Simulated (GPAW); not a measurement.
**Ti: relaxation of cell and atoms with revPBE**

Ti:

```
CELL_PARAMETERS angstrom
2.95000 0.00000 0.00000
-1.47500 2.55477 0.00000
0.00000 0.00000 4.68000
ATOMIC_POSITIONS crystal
Ti 0.66667 0.33333 0.75000
Ti 0.33333 0.66667 0.25000
```

```json
{
 "Program": "GPAW 26.7.0",
 "Task": "relaxation of cell and atoms",
 "Functional": "revPBE",
 "Potentials or basis": "the program's PAW data sets (release 1.2.1) made for this functional",
 "Cutoff": "600 eV",
 "Basis": "pw",
 "k mesh": "7 × 7 × 4",
 "Occupations": "fermi-dirac, width 0.05 eV",
 "Spin": "no spin polarisation",
 "Target pressure": "2 GPa",
 "Maxiter": "150",
 "Optimizer": "LBFGS",
 "Fmax": "0.02 eV/Å",
 "Max steps": "40",
 "Convergence": "density=1e-06 energy=1e-06 eigenstates=1e-10"
}
```

```
Relaxed volume                                         : 17.37 Å³/atom
Relaxed cell                                           : a = 2.928 Å, b = 2.928 Å, c = 4.681 Å, α = 90.00°, β = 90.00°, γ = 120.00°
Space group after relaxing (to 0.05 Å)                 : P6_3/mmc (No. 194)
Energy change on relaxing (the enthalpy is what falls) : +3.1 meV/atom
Ionic steps                                            : 5
Pressure after relaxing                                : 2.0 GPa
Band gap on the k mesh                                 : none (metal or under the smearing width)
```

The path:
| step | energy change (eV) | largest force (eV/Å) | pressure (GPa) | volume (Å³) |
| --- | --- | --- | --- | --- |
| 1 | 0.0000 | 0.0000 | 0.29 | 35.27 |
| 2 | 0.0014 | 0.0000 | 0.74 | 35.13 |
| 3 | 0.0070 | 0.0000 | 2.08 | 34.72 |
| 4 | 0.0069 | 0.0000 | 2.07 | 34.72 |
| 5 | 0.0062 | 0.0000 | 2.00 | 34.74 |

Final structure:
```yaml
crystal:
  lattice:
    - [2.92756, 0.00000, 0.00000]
    - [-1.46378, 2.53534, 0.00000]
    - [0.00000, 0.00000, 4.68099]
  atoms:
    - { symbol: Ti, position: [0.66667, 0.33333, 0.75000] }
    - { symbol: Ti, position: [0.33333, 0.66667, 0.25000] }
```

Levels at points of the mesh, in eV from the Fermi level:
```
           k point  band 9  band 10  band 11  band 12  band 13  band 14  band 15  band 16
(0.00, 0.00, 0.00)   -6.24    -2.74     0.59     0.74     0.74     0.79     1.22     1.22
(0.00, 0.00, 0.50)   -4.42    -4.42     0.00     0.00     0.66     0.66     0.66     0.66
```

It took 76 s on 1 thread of Arm Neoverse V1, on a shared host, peak memory 0.2 GiB.

Caveat: later steps reuse the first step's grids.
